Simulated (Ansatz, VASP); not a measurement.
**AlN in VASP and in Ansatz**

Contents of INCAR:

```
  PREC = Accurate
  ENCUT = 520
  EDIFF = 1E-7
  ISMEAR = 0
  SIGMA = 0.01
  LREAL = F
  LASPH = T
  NELM = 60
  ALGO = Normal
  ISIF = 2
  LWAVE = F
  LCHARG = F
  NBANDS = 11
```

File KPOINTS:

```
regular mesh
0
Gamma
  10 10 10
```

The input POSCAR:

```
AlN
1.0
    2.1711430961      2.1711430961      0.0000000000
   -2.1711430961      2.1711430961      0.0000000000
    0.0000000000      2.1711430961      2.1711430961
Al N
1 1
Direct
    0.0000000000      0.0000000000      0.0000000000
    0.2500000000      0.7500000000      0.5000000000
```

Input for Ansatz:

```yaml
crystal:
  lattice:
    - [2.17114309615, 2.17114309615, 0.0]
    - [-2.17114309615, 2.17114309615, 0.0]
    - [0.0, 2.17114309615, 2.17114309615]
  atoms:
    - { symbol: Al, position: [0.0, 0.0, 0.0] }
    - { symbol: "N", position: [0.25, 0.75, 0.5] }
kpoints:
  mp_grid: { grid: [10, 10, 10] }
scf:
  occupations: { method: fixed }
  convergence: { dr2_threshold: 1.0e-10 }
hamiltonian:
  xc: lda
  pseudopotentials: { kind: all_electron, lapw: { basis_error: 0.0005 } }
output:
  forces: true
  stress: true
  eigenstates:
    kpoints:
      - [0.0, 0.0, 0.0]
      - [-0.5, 0.5, 0.0]
      - [-0.5, -0.5, -0.5]
      - [0.0, 0.0, -0.5]
      - [0.0, -0.5, -0.5]
      - [0.0, 0.5, 0.0]
      - [-0.5, 0.0, 0.0]
      - [-0.5, 0.0, -0.5]
  eigenvalues: true
```

Change from the starting cell: unstrained.

Alike in both runs: task single point; functional LDA; k mesh 10 × 10 × 10; no spin polarisation.

|  | VASP | Ansatz |
| --- | --- | --- |
| version | VASP 6.6.1 | Ansatz 0.2.0 |
| potentials or method | VASP PAW LDA potentials, release 64 (Al, N) | all-electron LAPW, scalar-relativistic |
| plane-wave cutoff (eV) | 520 | see its input |
| occupations | gaussian, width 0.01 eV | fixed |

|  | VASP | Ansatz | Ansatz less VASP |
| --- | --- | --- | --- |
| gap on the k mesh at the Fermi level (eV) | 3.23 | 3.24 | +0.014 |
| pressure (GPa) | 0.6 | 0.0 | -0.62 |

Ansatz ran all-electron here, so the differences hold the error of VASP's frozen core and of both bases.

A k mesh can miss the band edges.
